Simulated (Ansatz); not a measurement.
Formation energy of PbO

Level of theory: DFT, PBE, scalar-relativistic, no spin polarisation; plane waves to 420 eV with PAW datasets (Ansatz 0.2.0), 8×8×6 k-mesh, Gaussian smearing of 0.05 eV. The datasets are Ansatz's generated set soft_2.

The Crystallography Open Database holds a cell of this formula and space group, from which this one stands far in volume, proportions or bonds. The database's entry of this formula in the relaxed cell's space group, P4/nmm, has axes of 3.967 × 3.967 × 4.992 Å and 19.64 Å³/atom (1985), the relaxed one 4.057 × 4.057 × 5.597 Å and 23.03.

Symmetry: P4/nmm, No. 129, tetragonal system. Conventional cell: a = 4.057 Å, b = 4.057 Å, c = 5.597 Å, α = 90.00°, β = 90.00°, γ = 90.00°. Pb (site symmetry 4mm) is surrounded by 4 O at 2.35 Å. O (site symmetry -4m2) has 4 Pb at 2.35 Å as nearest neighbours. (Neighbours are counted to 15 % beyond the shortest distance.)

The elements were computed in their standard states (gases as isolated molecules) with the same datasets, cutoff and functional. Total energies depend on the potentials used, so only differences within one code and one set of settings carry meaning.

Energy of the relaxed cell (4 atoms, smearing extrapolated to zero): -24947.147 eV. Elements, in eV/atom: Pb -11906.418, O -564.968.

Problem. What is the formation energy?

Solution. [-24947.147 − (2 × -11906.418 + 2 × -564.968)] / 4 = -1.09 eV/atom, or -106 kJ per mole of atoms.

The value is for 0 K, without zero-point energy and without any correction for the binding of gas molecules. Uncorrected semilocal values for oxides, chalcogenides and halides often miss by tenths of an eV an atom. A negative value shows stability against the elements alone, not against other compounds or structures.

Bader charges against formal ones: Pb +1.17 (+2), O −1.17 (−2). The cations give up 58 % of the formal charge; Bader charges stay under formal ones because the anions' density reaches into the cations' basins, the more so the higher the formal charge and the softer the anion.

 Scalar-relativistic only: spin–orbit splittings of the heavy atoms' levels are missing. The structure is layered, and this functional has no dispersion term, so the layers' spacing is poorly fixed, often too long, and so is what hangs on it.
